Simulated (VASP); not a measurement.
# TiC (Fm-3m) in VASP: density of states with LDA

Aim: the density of states of TiC with LDA.

Everything below comes from runs of VASP 6.6.1. Logs are shortened: lines on timing, memory, paths and dates and some standing lists are left out, and cuts for length are marked.

### Step 1. The crystal as given

It takes space group Fm-3m (No. 225, cubic). Conventional cell: a = 4.264 Å, b = 4.264 Å, c = 4.264 Å, α = 90.00°, β = 90.00°, γ = 90.00°. Around Ti (site symmetry m-3m) lie 6 C at 2.13 Å. Around C (site symmetry m-3m) lie 6 Ti at 2.13 Å.

### Step 2. Density of states, LDA

Input file POSCAR:

```
TiC                                     
1.0
    0.0000000000      2.1321841766      2.1321841766
    2.1321841766      0.0000000000      2.1321841766
    2.1321841766      2.1321841766      0.0000000000
  Ti              C             
     1     1
Direct
     0.0000000000000000    0.0000000000000000    0.0000000000000000
     0.5000000000000000    0.5000000000000000    0.5000000000000000
```

Input file INCAR.step1:

```
PREC     = Accurate       # precision mode
ENCUT    = 520            # plane-wave cutoff, eV
EDIFF    = 1E-7           # SCF threshold, eV
ISMEAR   = 0              # smearing method
SIGMA    = 0.1            # smearing width, eV
LREAL    = False          # projectors in reciprocal space
LASPH    = True           # aspherical terms in the spheres
NELM     = 60             # most SCF steps
ALGO     = Normal         # electronic algorithm
ISIF     = 2              # what is computed and relaxed
LWAVE    = False          # write WAVECAR
LCHARG   = True           # write CHGCAR
LMAXMIX  = 4              # l up to which the mixer works
GGA      = CA             # functional
```

Input file KPOINTS.step1:

```
regular mesh
0
Gamma
  16 16 16
```

Input file INCAR.step2:

```
PREC     = Accurate       # precision mode
ENCUT    = 520            # plane-wave cutoff, eV
EDIFF    = 1E-7           # SCF threshold, eV
ISMEAR   = -5             # smearing method
SIGMA    = 0.1            # smearing width, eV
LREAL    = False          # projectors in reciprocal space
LASPH    = True           # aspherical terms in the spheres
NELM     = 60             # most SCF steps
ALGO     = Normal         # electronic algorithm
ISIF     = 2              # what is computed and relaxed
LWAVE    = False          # write WAVECAR
LCHARG   = False          # write CHGCAR
LMAXMIX  = 4              # l up to which the mixer works
GGA      = CA             # functional
LORBIT   = 11             # projections on sites
NEDOS    = 1001           # points of the DOS
ICHARG   = 11             # starting density
```

Input file KPOINTS.step2:

```
regular mesh
0
Gamma
  24 24 24
```

Potentials or basis: VASP PAW LDA potentials, release 64 (Ti_sv, C).

Command:

```
$ cat potpaw_LDA.64/Ti_sv/POTCAR potpaw_LDA.64/C/POTCAR > POTCAR
$ cp INCAR.step1 INCAR
$ cp KPOINTS.step1 KPOINTS
$ mpirun -np 1 vasp_std > vasp.out
$ cp INCAR.step2 INCAR
$ cp KPOINTS.step2 KPOINTS
$ mpirun -np 1 vasp_std > vasp.out
```

OUTCAR:

```text
PREC = Accurate
   ENCUT = 520
   EDIFF = 1E-7
   ISMEAR = -5
   LREAL = False
   LASPH = True
   NELM = 60
   ISIF = 2
   GGA = CA
   LORBIT = 11
   ICHARG = 11

 ion  position               nearest neighbor table
   1  0.000  0.000  0.000-   2 2.13   2 2.13   2 2.13   2 2.13   2 2.13   2 2.13
   2  0.500  0.500  0.500-   1 2.13   1 2.13   1 2.13   1 2.13   1 2.13   1 2.13

  LATTYP: Found a face centered cubic cell.
 ALAT       =     4.2643683532

  Lattice vectors:

 A1 = (   0.0000000000,   2.1321841766,   2.1321841766)
 A2 = (   2.1321841766,   0.0000000000,   2.1321841766)
 A3 = (   2.1321841766,   2.1321841766,   0.0000000000)

Analysis of symmetry for initial positions (statically):
=====================================================================
 Subroutine PRICEL returns:
 Original cell was already a primitive cell.

 Routine SETGRP: Setting up the symmetry group for a
 face centered cubic supercell.

 Subroutine GETGRP returns: Found 48 space group operations
 (whereof 48 operations were pure point group operations)
 out of a pool of 48 trial point group operations.

The static configuration has the point symmetry O_h .

Analysis of symmetry for dynamics (positions and initial velocities):
=====================================================================
 Subroutine PRICEL returns:
 Original cell was already a primitive cell.

 Routine SETGRP: Setting up the symmetry group for a
 face centered cubic supercell.

 Subroutine GETGRP returns: Found 48 space group operations
 (whereof 48 operations were pure point group operations)
 out of a pool of 48 trial point group operations.

The dynamic configuration has the point symmetry O_h .

 Subroutine INISYM returns: Found 48 space group operations
 (whereof 48 operations are pure point group operations),
 and found     1 'primitive' translations

----------------------------------------------------------------------------------------

                                     Primitive cell

  volume of cell :      19.3867

  direct lattice vectors                    reciprocal lattice vectors
     0.000000000  2.132184177  2.132184177    -0.234501318  0.234501318  0.234501318
     2.132184177  0.000000000  2.132184177     0.234501318 -0.234501318  0.234501318
     2.132184177  2.132184177  0.000000000     0.234501318  0.234501318 -0.234501318

  length of vectors
     3.015363780  3.015363780  3.015363780     0.406168198  0.406168198  0.406168198

  position of ions in fractional coordinates (direct lattice)
     0.000000000  0.000000000  0.000000000
     0.500000000  0.500000000  0.500000000

  ion indices of the primitive-cell ions
   primitive index   ion index
                 1           1
                 2           2

----------------------------------------------------------------------------------------

 KPOINTS: regular mesh

Automatic generation of k-mesh.
 Grid dimensions read from file:
 generate k-points for:   24   24   24

 Generating k-lattice:

  Cartesian coordinates                     Fractional coordinates (reciprocal lattice)
    -0.009770888  0.009770888  0.009770888     0.041666667  0.000000000  0.000000000
     0.009770888 -0.009770888  0.009770888     0.000000000  0.041666667  0.000000000
     0.009770888  0.009770888 -0.009770888     0.000000000  0.000000000  0.041666667

  Length of vectors
     0.016923675  0.016923675  0.016923675

  Shift w.r.t. Gamma in fractional coordinates (k-lattice)
     0.000000000  0.000000000  0.000000000

 TETIRR: Found   1864 inequivalent tetrahedra from    82944

 Subroutine IBZKPT returns following result:
 ===========================================

 Found    413 irreducible k-points:

 Following reciprocal coordinates:
            Coordinates               Weight
  0.000000  0.000000  0.000000      1.000000
  0.041667  0.000000  0.000000      8.000000
  0.083333  0.000000  0.000000      8.000000
  0.125000  0.000000  0.000000      8.000000
  0.166667  0.000000  0.000000      8.000000
  0.208333  0.000000  0.000000      8.000000
[... 16 lines left out ...]
  0.416667  0.041667  0.000000     24.000000
  0.458333  0.041667  0.000000     24.000000
 [... further k-points ...]
   k-points           NKPTS =    413   k-points in BZ     NKDIM =    413   number of bands    NBANDS=     12
   number of dos      NEDOS =   1001   number of ions     NIONS =      2
   total plane-waves  NPLWV =  13824
   dimension x,y,z NGX =    24 NGY =   24 NGZ =   24
   dimension x,y,z NGXF=    48 NGYF=   48 NGZF=   48
   ions per type =               1   1
   NGX,Y,Z   is equivalent  to a cutoff of  13.23, 13.23, 13.23 a.u.
   NGXF,Y,Z  is equivalent  to a cutoff of  26.46, 26.46, 26.46 a.u.
 SYSTEM =  unknown system
   PREC   = accura    normal or accurate (medium, high low for compatibility)
   ISTART =      0    job   : 0-new  1-cont  2-samecut
   ICHARG =     11    charge: 1-file 2-atom 10-const
   ISPIN  =      1    spin polarized calculation?
   LNONCOLLINEAR =      F non collinear calculations
   LSORBIT =      F    spin-orbit coupling
   LASPH  =      T    aspherical Exc in radial PAW
   ENCUT  =  520.0 eV  38.22 Ry    6.18 a.u.   5.61  5.61  5.61*2*pi/ulx,y,z
   NELM   =     60;   NELMIN=  2; NELMDL=  0     # of ELM steps
   EDIFF  = 0.1E-06   stopping-criterion for ELM
   LREAL  =      F    real-space projection
   EDIFFG = 0.1E-05   stopping-criterion for IOM
   NSW    =      0    number of steps for IOM
   IBRION =     -1    ionic relax: 0-MD 1-quasi-New 2-CG
   NFREE  =      0    steps in history (QN), initial steepest desc. (CG)
   ISIF   =      2    stress and relaxation
   ISYM   =      2    0-nonsym 1-usesym 2-fastsym
   POTIM  = 0.5000    time-step for ionic-motion
   TEBEG  =    0.0;   TEEND  =   0.0 temperature during run
   PSTRESS=    0.0 pullay stress
   NELECT =      16.0000    total number of electrons
   NUPDOWN=      -1.0000    fix difference up-down
   EMIN   =  10.00;   EMAX   =-10.00  energy-range for DOS
   EFERMI =   0.00;   METHOD = LEGACY
   ISMEAR =    -5;   SIGMA  =   0.10  broadening in eV -4-tet -1-fermi 0-gaus
   EFERMI_NEDOS =   21; number of points for ismear=-14 and -15
   IALGO  =     38    algorithm
   IMIX   =      4    mixing-type and parameters
     AMIX     =   0.40;   BMIX     =  1.00
     AMIX_MAG =   1.60;   BMIX_MAG =  1.00
  volume/ion in A,a.u.               =       9.69        65.41
  Fermi-wavevector in a.u.,A,eV,Ry     =   1.535607  2.901877 32.083751  2.358089
  Thomas-Fermi vector in A             =   2.642372
   LORBIT       =     11    0 simple, 1 ext, 2 COOP (PROOUT), +10 PAW based schemes
   GGA     = CA    functional components
   LHFCALC =     F    Hartree Fock is set to
   AEXX    =    0.0000 exact exchange contribution
   IVDW    =     0    specifies the selected vdW correction
   LEPSILON=     F    determine dielectric tensor
   LRPA    =     F    only Hartree local field effects (RPA)
 non-spin polarized calculation
 Fermi weights with tetrahedron method with Bloechl corrections
  energy-cutoff  :      520.00
  volume of cell :       19.39
 maximum number of plane-waves:       544

 number of electron      16.0000003 magnetization

 Free energy of the ion-electron system (eV)
  ---------------------------------------------------
  ext. energy  EPLUGINS =         0.00000000
  ---------------------------------------------------
  free energy    TOTEN  =       -20.53905496 eV

  energy without entropy =      -20.53905496  energy(sigma->0) =      -20.53905496

 E-fermi :   9.8039     XC(G=0): -13.2188

 val. band max:        9.8312031840   @ k =   0.5000   0.5000   0.0000
 cond. band min:       9.7021947709   @ k =   0.1667   0.1667   0.0000
 fundamental gap:     -0.1290084131
 Fermi energy:         9.8038992960

 k-point     1 :       0.0000    0.0000    0.0000
  band No.  band energies     occupation
      1     -45.9488      2.00000
      2     -22.3267      2.00000
      3     -22.3267      2.00000
      4     -22.3267      2.00000
      5      -2.6257      2.00000
      6      10.4431      0.00000
      7      10.4431      0.00000
      8      10.4431      0.00000
      9      11.5453      0.00000
     10      11.5453      0.00000
     11      11.5453      0.00000
     12      11.6099      0.00000

 k-point     2 :       0.0417    0.0000    0.0000
  band No.  band energies     occupation
      1     -45.9472      2.00000
      2     -22.3376      2.00000
      3     -22.3277      2.00000
      4     -22.3277      2.00000
      5      -2.5835      2.00000
      6      10.2242     -0.06730
      7      10.3889      0.00000
      8      10.3889      0.00000
      9      10.9981      0.00000
     10      10.9981      0.00000
     11      11.6747      0.00000
     12      12.2732      0.00000

 k-point     3 :       0.0833    0.0000    0.0000
  band No.  band energies     occupation
      1     -45.9425      2.00000
      2     -22.3695      2.00000
      3     -22.3306      2.00000
      4     -22.3306      2.00000
      5      -2.4581      2.00000
      6       9.7302      1.50340
      7      10.0280      0.18725
      8      10.0280      0.05174
      9      10.8089      0.00000
     10      10.8089      0.00000
     11      11.9134      0.00000
     12      13.0065      0.00000
[... 286 lines left out ...]
 k-point    23 :       0.4167    0.0417    0.0000
  band No.  band energies     occupation
      1     -45.8608      2.00000
      2     -22.8823      2.00000
      3     -22.3859      2.00000
      4     -22.3815      2.00000
      5       0.4811      2.00000
      6       4.5583      2.00000
      7       6.8917      2.00000
      8       7.0123      2.00000
      9      12.4596      0.00000
     10      12.7089      0.00000
     11      13.7696      0.00000
     12      17.6869      0.00000

 k-point    24 :       0.4583    0.0417    0.0000
  band No.  band energies     occupation
      1     -45.8550      2.00000
      2     -22.9173      2.00000
      3     -22.3875      2.00000
      4     -22.3871      2.00000
      5       0.8770      2.00000
      6       4.0834      2.00000
      7       6.7827      2.00000
      8       6.8613      2.00000
      9      12.6725      0.00000
     10      12.8331      0.00000
     11      13.9869      0.00000
     12      18.0868      0.00000

 [... further k-points ...]
[... 5 lines left out ...]
  --------------------------------------------------------------------------------------
  -------------------------------------------------------------------------------------
  Total       -0.0070525     -0.0070525     -0.0070525     -0.0000000      0.0000000      0.0000000
  in kB       -0.5828406     -0.5828406     -0.5828406     -0.0000000      0.0000000      0.0000000
  external PRESSURE =      -0.5828406 kB  Pullay stress =       0.0000000 kB

 VOLUME and BASIS-vectors are now :
 -----------------------------------------------------------------------------
  energy-cutoff  :      520.00
  volume of cell :       19.39
      direct lattice vectors                 reciprocal lattice vectors
     0.000000000  2.132184177  2.132184177    -0.234501318  0.234501318  0.234501318
     2.132184177  0.000000000  2.132184177     0.234501318 -0.234501318  0.234501318
     2.132184177  2.132184177  0.000000000     0.234501318  0.234501318 -0.234501318

 POSITION                                       TOTAL-FORCE (eV/Angst)
 -----------------------------------------------------------------------------------
      0.00000      0.00000      0.00000        -0.000000     -0.000000     -0.000000
      2.13218      2.13218      2.13218         0.000000      0.000000      0.000000
 -----------------------------------------------------------------------------------
    total drift:                                0.000000     -0.000000     -0.000000

  FREE ENERGIE OF THE ION-ELECTRON SYSTEM (eV)
  ---------------------------------------------------
  free  energy   TOTEN  =       -20.5390549591 eV

  energy  without entropy=      -20.5390549591  energy(sigma->0) =      -20.53905496

 total charge

# of ion       s       p       d       tot
------------------------------------------
    1        2.211   6.275   2.040  10.526
    2        0.893   1.528   0.000   2.420
--------------------------------------------------
tot          3.104   7.802   2.040  12.946
```

Run time: 29 s. Hardware: 1 thread of Intel Xeon 6975P-C (Granite Rapids), shared host; peak memory 0.21 GiB.

What came out:

```
Valence electrons inside the program's atomic spheres : Ti 10.53; C 2.42
```

States per cell in windows of 0.5 eV (zero at the Fermi level; states under -8 eV left out):
```csv
from (eV),total,Ti1_d,C2_p,Ti1_p,Ti1_s,C2_s,C2_d
-8.0,0.00,0.00,0.00,0.00,0.00,0.00,0.00
-7.5,0.00,0.00,0.00,0.00,0.00,0.00,0.00
-7.0,0.00,0.00,0.00,0.00,0.00,0.00,0.00
-6.5,0.00,0.00,0.00,0.00,0.00,0.00,0.00
-6.0,0.06,0.01,0.01,0.00,0.01,0.00,0.00
-5.5,0.20,0.04,0.04,0.00,0.02,0.00,0.00
-5.0,0.37,0.08,0.08,0.01,0.03,0.01,0.00
-4.5,0.54,0.12,0.13,0.03,0.03,0.01,0.00
-4.0,0.46,0.09,0.12,0.04,0.02,0.01,0.00
-3.5,0.95,0.25,0.24,0.09,0.01,0.00,0.00
-3.0,1.22,0.46,0.31,0.05,0.00,0.00,0.00
-2.5,0.99,0.38,0.25,0.03,0.01,0.00,0.00
-2.0,0.55,0.22,0.14,0.02,0.00,0.00,0.00
-1.5,0.35,0.13,0.09,0.01,0.00,0.00,0.00
-1.0,0.24,0.08,0.07,0.01,0.00,0.00,0.00
-0.5,0.14,0.05,0.04,0.01,0.00,0.00,0.00
0.0,0.17,0.07,0.04,0.01,0.00,0.00,0.00
0.5,0.27,0.15,0.04,0.01,0.00,0.00,0.00
1.0,0.36,0.23,0.04,0.01,0.00,0.00,0.00
1.5,0.54,0.39,0.04,0.01,0.00,0.00,0.00
2.0,0.64,0.49,0.04,0.00,0.00,0.00,0.00
2.5,1.03,0.84,0.06,0.01,0.00,0.01,0.00
3.0,1.26,1.06,0.07,0.01,0.00,0.01,0.00
3.5,1.22,0.93,0.13,0.01,0.02,0.01,0.00
4.0,1.19,0.84,0.17,0.02,0.03,0.00,0.00
4.5,0.29,0.18,0.05,0.01,0.01,0.01,0.00
5.0,0.36,0.23,0.05,0.01,0.01,0.01,0.00
5.5,0.37,0.24,0.05,0.01,0.01,0.02,0.00
6.0,0.23,0.14,0.04,0.01,0.00,0.01,0.00
6.5,0.15,0.09,0.03,0.01,0.00,0.01,0.00
7.0,0.11,0.06,0.02,0.00,0.00,0.00,0.00
7.5,0.06,0.04,0.01,0.00,0.00,0.00,0.00
```

Caveat: tetrahedron occupations give inexact forces and stress in metals.
